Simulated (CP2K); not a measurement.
MoSe2:

```
CELL_PARAMETERS angstrom
3.28800 0.00000 0.00000
-1.64400 2.84749 0.00000
0.00000 0.00000 12.90000
ATOMIC_POSITIONS crystal
Mo 0.66667 0.33333 0.75000
Mo 0.33333 0.66667 0.25000
Se 0.66667 0.33333 0.37500
Se 0.33333 0.66667 0.87500
Se 0.66667 0.33333 0.12500
Se 0.33333 0.66667 0.62500
```

Base run:

```yaml
Program: CP2K 2026.2
Functional: PBE
Potentials_or_basis: GTH_POTENTIALS Mo GTH-PBE-q14, Se GTH-PBE-q6; DZVP-MOLOPT-SR-GTH basis
Density_cutoff: 6123 eV
k_mesh: 7 × 7 × 2
Occupations: fermi-dirac, width 0.05 eV
Spin: no spin polarisation
Hubbard_terms: Mo d U = 2.0 eV
```

Its results: band gap on the k mesh 0.89 eV, indirect (least direct gap 1.65 eV); largest force 1.256 eV/Å.

Question: The run is repeated on the same cell with these changes: hubbard terms from Mo d U = 2.0 eV to none. What comes out?

Answer: Band gap on the k mesh 1.04 eV, indirect (least direct gap 1.78 eV); largest force 1.235 eV/Å.

Caveats: an odd mesh through Γ misses points on the zone boundary, where band edges often lie; the cell's inner coordinates are idealised or old, which leaves forces on the atoms; the basis of atomic orbitals isn't converged, which shifts pressures, moduli and gaps; this program's U acts on Mulliken populations of all basis functions of the shell, so it isn't the U of plane-wave codes (some runs); energies scatter by some meV and the pressure isn't listed (some runs).
